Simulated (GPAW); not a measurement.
# Ballistic transport through a Sb chain with one Li atom in line, cheap and dear, part 2 of 2

How well does a Sb chain with one Li atom in line conduct at low bias, and how far do basis and functional move the answer?

GPAW 26.7.0; GPAW LCAO, PAW setups; Landauer transmission from Green's functions with principal layers (ASE), zero bias.

So far, transmission at the Fermi level (one spin): step 2 (double-zeta polarised basis, PBE, GPAW) 0.112; step 3 (basis szp(dzp), PBE, GPAW) 0.108; step 4 (basis sz(dzp), PBE, GPAW) 0.175; step 5 (LDA) 0.114.

## 8. Grid spacing 0.22: h = 0.22

The real-space grid carries density and potential; a coarse one breaks translation symmetry along the lead and scatters electrons that should pass.

This step: GPAW LCAO, PAW setups; Landauer transmission from Green's functions with principal layers (ASE), zero bias (GPAW 26.7.0).

File run.py:

```python
import json
import numpy as np
from ase import Atoms
from ase.transport.calculators import TransportCalculator
from gpaw import GPAW, FermiDirac
from gpaw.lcao.tools import get_lcao_hamiltonian
from scipy.linalg import eigh

# The junction with lead layers at both ends, along the third cell vector
device = Atoms(
    ['Sb', 'Sb', 'Sb', 'Sb', 'Li', 'Sb', 'Sb', 'Sb', 'Sb'],
    positions=[
        [4.50000, 4.50000, 1.37500],
        [4.50000, 4.50000, 4.12500],
        [4.50000, 4.50000, 6.87500],
        [4.50000, 4.50000, 9.62500],
        [4.50000, 4.50000, 12.37870],
        [4.50000, 4.50000, 15.13240],
        [4.50000, 4.50000, 17.88240],
        [4.50000, 4.50000, 20.63240],
        [4.50000, 4.50000, 23.38240]],
    cell=[[9.0, 0.0, 0.0], [0.0, 9.0, 0.0], [0.0, 0.0, 24.7574]],
    pbc=True)

# One principal layer of the lead: the first 2 atoms of the device
lead = Atoms(
    ['Sb', 'Sb'],
    positions=[
        [4.50000, 4.50000, 1.37500],
        [4.50000, 4.50000, 4.12500]],
    cell=[[9.0, 0.0, 0.0], [0.0, 9.0, 0.0], [0.0, 0.0, 5.5]],
    pbc=True)

settings = dict(mode='lcao', basis='dzp', xc='PBE', h=0.22,
                occupations=FermiDirac(0.1), maxiter=250,
                mixer=dict(beta=0.1, nmaxold=8, weight=100.0),
                convergence=dict(density=0.0001))
energies = np.arange(-3, 3 + 1e-9, 0.075)
eta = 0.0001
n1, n2 = 1, 1
# k and -k transmit alike, so half of the mesh across the current serves
mesh = [(i, j) for i in range(n1) for j in range(n2) if (i, j) <= (-i % n1, -j % n2)]
weights = np.array([1 if (i, j) == (-i % n1, -j % n2) else 2 for i, j in mesh]) / (n1 * n2)

# [... helper functions left out ...]
fermi_lead = ground_state(lead, (1, 1, 20), 'lead.txt')
fermi_device = ground_state(device, (1, 1, 3), 'device.txt')
# [... loop over the mesh left out, but for ...]
        # Shift the lead onto the potential of the device's first layer
        shift = ((H[:, 0, 0] - H0[:, 0, 0]) / S0[0, 0]).real.mean()
# [...]
kT = 8.617333e-5 * 300
bias = [0.1, 0.2, 0.5, 1.0, 1.5, 2.0]
# [... integrals and printing left out ...]
```

Started as:

```sh
$ OMP_NUM_THREADS=1 OPENBLAS_NUM_THREADS=1 python run.py
```

Output:

```text
basis functions: device 189, principal layer 46
Fermi level: lead -3.1688 eV, device -3.0686 eV; lead shifted by -0.0708 eV
largest coupling past the next layer 7.85e-05 eV, largest misfit of the first layer 0.114 eV
  E-E_F (eV)   T (one spin)  [channel counts left out]
    -3.000    2.5357e-03
    -2.925    2.7398e-03
    -2.850    2.9589e-03
    -2.775    3.1944e-03
    -2.700    3.4476e-03
    -2.625    3.7199e-03
    -2.550    4.0128e-03
    -2.475    4.3278e-03
    -2.400    4.6665e-03
    -2.325    5.0304e-03
    -2.250    5.4212e-03
    -2.175    5.8406e-03
    -2.100    6.2905e-03
    -2.025    6.7726e-03
    -1.950    7.2888e-03
    -1.875    7.8412e-03
[...]
2.475    3.4068e-01
     2.550    3.6246e-01
     2.625    3.8546e-01
     2.700    4.0970e-01
     2.775    4.3521e-01
     2.850    4.6199e-01
     2.925    4.9002e-01
     3.000    5.1928e-01
conductance at 300 K: 0.1119 G0 a cell; thermopower -5.165 uV/K
current from the zero-bias T(E) at 0.1 V: 0.86655 uA
current from the zero-bias T(E) at 0.2 V: 1.7304 uA
current from the zero-bias T(E) at 0.5 V: 4.2808 uA
current from the zero-bias T(E) at 1.0 V: 8.2887 uA
current from the zero-bias T(E) at 1.5 V: 11.951 uA
current from the zero-bias T(E) at 2.0 V: 15.403 uA
```

Run time: 18 s. Hardware: 1 thread of Arm Neoverse V2, shared host; peak memory 0.64 GiB.

This step gave:

| Quantity | Value |
| --- | --- |
| conductance | 0.1119 G₀ |
| thermopower | -5.165 μV/K |
| largest coupling past the next principal layer | 7.85e-5 eV |
| largest misfit of the first principal layer | 0.1138 eV |
| shift that aligns the lead | -0.07076 eV |
| transmission at the Fermi level (one spin) | 0.1121 |

One spin. Table of transmission, zone mean by energy, zero at the Fermi level:

```csv
energy (eV),"transmission, zone mean"
-3.00,0.00254
-2.85,0.00296
-2.70,0.00345
-2.55,0.00401
-2.33,0.00503
-2.17,0.00584
-2.02,0.00677
-1.88,0.00784
-1.73,0.00906
-1.57,0.0120
-1.35,0.0221
-1.20,0.0255
-1.05,0.0295
-0.90,0.0354
-0.75,0.0437
-0.60,0.0547
-0.38,0.0759
-0.23,0.0914
-0.07,0.106
0.00,0.112
0.07,0.118
0.23,0.126
0.38,0.131
0.60,0.136
0.75,0.138
0.90,0.142
1.05,0.147
1.20,0.155
1.35,0.166
1.57,0.186
1.73,0.201
1.88,0.212
2.02,0.231
2.17,0.265
2.33,0.301
2.55,0.362
2.70,0.410
2.85,0.462
3.00,0.519
```

Not self-consistent under bias; the bias window is split evenly. Current through one cell, from the zero-bias transmission against bias:

```csv
bias (V),"current through one cell, from the zero-bias transmission (μA)"
0.100,0.867
0.200,1.73
0.500,4.28
1.000,8.29
1.500,12.0
2.000,15.4
```

The transmission of the three most open eigenchannels by energy, zero at the Fermi level:

```csv
energy (eV),channel 1,channel 2 = channel 3
-3.0000,0.00254,0
-2.7750,0.00319,0
-2.4750,0.00433,0
-2.2500,0.00542,0
-2.0250,0.00677,0
-1.7250,0.00906,0
-1.5000,0.0112,0.00225
-1.2750,0.0138,0.00505
-0.9750,0.0181,0.00701
-0.7500,0.0221,0.0108
-0.5250,0.0269,0.0172
-0.2250,0.0348,0.0283
0.0000,0.0421,0.0350
0.2250,0.0509,0.0376
0.5250,0.0655,0.0344
0.7500,0.0792,0.0294
0.9750,0.0958,0.0241
1.2750,0.124,0.0183
1.5000,0.150,0.0146
1.7250,0.181,0.00969
2.0250,0.231,1.7e-11
2.2500,0.282,0
2.4750,0.341,0
2.7750,0.435,0
3.0000,0.519,0
```

The conductance equals that of the dzp run to 0.2 %.

## 9. Potential alignment off, density threshold 1e-06, functional LDA

Without the shift, lead and junction are matched by their Fermi levels alone. The Hamiltonian is taken from the last density. The density threshold is one of the tests that end the cycle; the energy must settle too, so a loose value may not be the test that decides. The functional moves levels against the Fermi level.

Edit run.py of step 8 so:

```diff
@@ -33,6 +33,6 @@
 
-settings = dict(mode='lcao', basis='dzp', xc='PBE', h=0.22,
+settings = dict(mode='lcao', basis='dzp', xc='LDA', h=0.2,
                 occupations=FermiDirac(0.1), maxiter=250,
                 mixer=dict(beta=0.1, nmaxold=8, weight=100.0),
-                convergence=dict(density=0.0001))
+                convergence=dict(density=1e-06))
 energies = np.arange(-3, 3 + 1e-9, 0.075)
@@ -48,4 +48,4 @@
 # [... loop over the mesh left out, but for ...]
-        # Shift the lead onto the potential of the device's first layer
-        shift = ((H[:, 0, 0] - H0[:, 0, 0]) / S0[0, 0]).real.mean()
+        # Lead and device are aligned by their Fermi levels alone
+        shift = 0.0
 # [...]
```

Output:

```text
basis functions: device 189, principal layer 46
Fermi level: lead -3.3981 eV, device -3.2895 eV; lead shifted by 0.0000 eV
largest coupling past the next layer 7.80e-05 eV, largest misfit of the first layer 0.087 eV
  E-E_F (eV)   T (one spin)  [channel counts left out]
    -3.000    2.0692e-03
    -2.925    2.2361e-03
    -2.850    2.4180e-03
    -2.775    2.6165e-03
    -2.700    2.8330e-03
    -2.625    3.0693e-03
    -2.550    3.3271e-03
    -2.475    3.6083e-03
    -2.400    3.9147e-03
    -2.325    4.2485e-03
    -2.250    4.6116e-03
    -2.175    5.0062e-03
    -2.100    5.4345e-03
    -2.025    5.8987e-03
    -1.950    6.4011e-03
    -1.875    6.9438e-03
[...]
2.475    3.4751e-01
     2.550    3.6916e-01
     2.625    3.9178e-01
     2.700    4.1537e-01
     2.775    4.3994e-01
     2.850    4.6547e-01
     2.925    4.9196e-01
     3.000    5.1939e-01
conductance at 300 K: 0.11809 G0 a cell; thermopower -5.158 uV/K
current from the zero-bias T(E) at 0.1 V: 0.91388 uA
current from the zero-bias T(E) at 0.2 V: 1.8213 uA
current from the zero-bias T(E) at 0.5 V: 4.4514 uA
current from the zero-bias T(E) at 1.0 V: 8.3919 uA
current from the zero-bias T(E) at 1.5 V: 11.909 uA
current from the zero-bias T(E) at 2.0 V: 15.317 uA
```

Wall time 22 s (1 thread); peak memory 0.81 GiB.

This step gave:

- conductance: 0.1181 G₀
- thermopower: -5.158 μV/K
- largest coupling past the next principal layer: 7.80e-5 eV
- largest misfit of the first principal layer: 0.08680 eV
- shift that aligns the lead: 0 eV
- transmission at the Fermi level (one spin): 0.1187

One spin. Table of transmission, zone mean by energy, zero at the Fermi level:

```csv
energy (eV),"transmission, zone mean"
-3.00,0.00207
-2.77,0.00262
-2.55,0.00333
-2.40,0.00391
-2.17,0.00501
-1.95,0.00640
-1.73,0.00816
-1.57,0.0149
-1.35,0.0192
-1.12,0.0280
-0.90,0.0361
-0.75,0.0428
-0.53,0.0583
-0.30,0.0831
-0.07,0.111
0.00,0.119
0.07,0.124
0.30,0.129
0.53,0.129
0.75,0.133
0.90,0.139
1.12,0.153
1.35,0.168
1.57,0.184
1.73,0.196
1.95,0.224
2.17,0.270
2.40,0.327
2.55,0.369
2.77,0.440
3.00,0.519
```

Not self-consistent under bias; the bias window is split evenly. Current through one cell, from the zero-bias transmission against bias:

```csv
bias (V),"current through one cell, from the zero-bias transmission (μA)"
0.100,0.914
0.200,1.82
0.500,4.45
1.000,8.39
1.500,11.9
2.000,15.3
```

Table of transmission of the three most open eigenchannels by energy, zero at the Fermi level:

```csv
energy (eV),channel 1,channel 2 = channel 3
-3.00,0.00207,0
-2.85,0.00242,0
-2.70,0.00283,0
-2.55,0.00333,0
-2.33,0.00425,0
-2.17,0.00501,0
-2.02,0.00590,0
-1.88,0.00694,0
-1.73,0.00816,0
-1.57,0.00956,0.00267
-1.35,0.0121,0.00355
-1.20,0.0140,0.00553
-1.05,0.0162,0.00727
-0.90,0.0186,0.00875
-0.75,0.0214,0.0107
-0.60,0.0244,0.0139
-0.38,0.0297,0.0221
-0.23,0.0337,0.0296
-0.07,0.0381,0.0366
0.00,0.0406,0.0390
0.07,0.0432,0.0404
0.23,0.0489,0.0399
0.38,0.0555,0.0368
0.60,0.0671,0.0313
0.75,0.0763,0.0284
0.90,0.0870,0.0262
1.05,0.0993,0.0243
1.20,0.113,0.0221
1.35,0.130,0.0191
1.57,0.159,0.0123
1.73,0.182,0.00706
1.88,0.208,0.00238
2.02,0.235,6.1e-11
2.17,0.270,0
2.33,0.307,0
2.55,0.369,0
2.70,0.415,0
2.85,0.465,0
3.00,0.519,0
```

The conductance, 0.118 G₀, lies 5.6 % above that of the dzp run.

## 10. What came out

| Quantity | Value |
| --- | --- |
| conductance | 0.112 G₀ |
| transmission at the Fermi level, mean of the spins | 0.112 |
| thermopower | -5.16 μV/K |

In the dzp basis the junction conducts 0.112 G₀ at 300 K, with T = 0.112 a spin at the Fermi level; the szp basis reaches that conductance within 10 %. At the Fermi level the three most open eigenchannels pass 0.042, 0.035 and 0.035. The negative thermopower says that the thermally weighted transmission is larger above the Fermi level, as for electron-like transport. Measured against the first run (dzp), the nearest curve is that of dzp-LDA (r.m.s. 9.6e-4) and the farthest that of sz (0.24). Over the compared runs wall time goes from 15 s (sz) to 22 s (dzp), on a shared host. The geometry was built from estimated bond lengths and not relaxed, so the numbers describe this model structure. The run had no spin polarisation, so a magnetic state, which chains and small molecules with open shells often have, wasn't tested. Spin-orbit coupling is left out, which matters for the heavy atoms here. Energies count from the junction cell's Fermi level; in the run with T = 0.112 there, the aligned lead's own level lies at -0.071 eV, where T interpolates to 0.106; the finite cell leaves the answer open by at least that much. An evenly spaced straight chain is an idealisation: free chains tend to dimerise, zigzag or, where a band edge lies near the Fermi level, turn magnetic. The currents use the zero-bias T(E) throughout, which holds only while the bias is small against the distance to the nearest feature. The energy step is wider than the thermal energy, so the conductance and thermopower rest on interpolation of T(E).

[Logs are printed without paths, hosts, clocks, repeated set-up lines and the standing remarks that a program may print on its own settings, such as how far it seeks lower states.]

[Hosts, paths, dates, database ids (printed as entryN), source tags and the programs' standing remarks are cut or masked in the printed files.]
